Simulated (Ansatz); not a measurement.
## Relaxing Cu

Level of theory: DFT PBE, scalar-relativistic, plane waves, PAW in Ansatz.

The start puts Cu on the sites of a reported Ga cell (C2/c, No. 15), at a guessed volume.

The final relaxation ran on this input, with the default PAW datasets:

```yaml
crystal:
  lattice:
    - [1.2352448775, -4.2569561785, 0.0]
    - [1.2352448775, 4.2569561785, 0.0]
    - [-1.0683385031, 0.0, 2.3083290319]
  atoms:
    - { symbol: Cu, position: [0.8735480391, 0.1264519609, 0.25] }
    - { symbol: Cu, position: [0.1264519609, 0.8735480391, 0.75] }
basis:
  ecutwfc: 420
kpoints:
  mp_grid: { grid: [26, 26, 24] }
hamiltonian:
  xc: pbe
scf:
  occupations: { method: gaussian, width: 0.1 }
output:
  forces: true
  stress: true
  eigenvalues: true
relax:
  adjacent_minimum: "off"
  f_tol: 0.01
  max_steps: 80
  cell: { stress_tol: 0.05 }
```

It can be run as:

```bash
ansatz run input.yaml --threads 1 --pin off --backend cpu --events-out ev --progress --plain --runs-dir out  # memory cap (--max-ram) not shown
```

The program printed at the end:

```
SCF converged after 7 iterations
Free energy (F): -13250.242297 eV
Harris-Foulkes:  -13250.242297 eV  (|F-HF|=3.64e-12)
Internal energy: -13250.238543 eV  (E = F + TS)
E sigma→0 (E₀):  -13250.240420 eV
Entropy (-TS):   -0.003755 eV (-1.877 meV/atom)
Fermi energy:    16.228224 eV
--- Per-component energies (eV) ---
  E_band       = -736.553867
  E_kinetic    = 599.545541
  E_local      = -8208.307382  (includes V_loc(G=0)·N_el)
  E_nonlocal   = 780.403309
  E_hartree    = 3613.747602
  E_xc         = -178.785625
  E_vxc        = -230.696124  (∫ρ·V_xc dr)
  E_paw        = -3326.463646  (= ΣΔE_a)
  E_vpaw       = -904.995081  (= ΣTr[D̂ρ^β])
  E_aug_tail   = 0.000582  (compensation charges beyond the density's cutoff)
  E_ewald      = -6530.378922
  E_smearing   = -0.003755  (= −TS)
  E_closure    =  0.000000  (closes the sum)
  Σ components = -13250.242297   (vs F -13250.242297, Δ=0.00e0)
--- Forces (eV/Å), atoms counted from 1 ---
  atom   1  Cu     0.00000000    -0.00031373     0.00000000
  atom   2  Cu     0.00000000     0.00031373     0.00000000
  max |Σ_I F_I| component: 0.00e0 eV/Å
--- Stress (GPa, compression-positive) ---
        0.025749       0.000000       0.017289
        0.000000      -0.026871       0.000000
        0.017289       0.000000       0.015955
  P = ⅓ Tr σ = 0.0049 GPa (0.049 kbar)
--- Relaxed structure (5 steps of the walk, 5 accepted, 1 SCFs on fresh bases) ---
  F+E_penalty+E_count = -13250.24229734 eV   max|allowed force component| = 3.137e-4 eV/Å   (the final SCF, on the basis selected at the relaxed cell)
  cell:  # Å, volume = 24.2169 Å³
    - [1.250823, -4.304859, -0.048481]
    - [1.250823, 4.304859, -0.048481]
    - [-1.172409, 0.000000, 2.294148]
  atoms:
    - { symbol: Cu, position: [0.875073, 0.124927, 0.250000] }
    - { symbol: Cu, position: [0.124927, 0.875073, 0.750000] }
```

Absolute energies hang on the potentials; compare differences alone.

The result has space group Fddd (No. 70). Cu has 10 Cu at 2.50–2.57 Å and 4 Cu at 3.07 Å.

It lies 0.05 eV/atom above the element's standard state at the same level.

For metals, differences of a few meV/atom aren't resolved.

A structure relaxed within its symmetry needn't be a true minimum.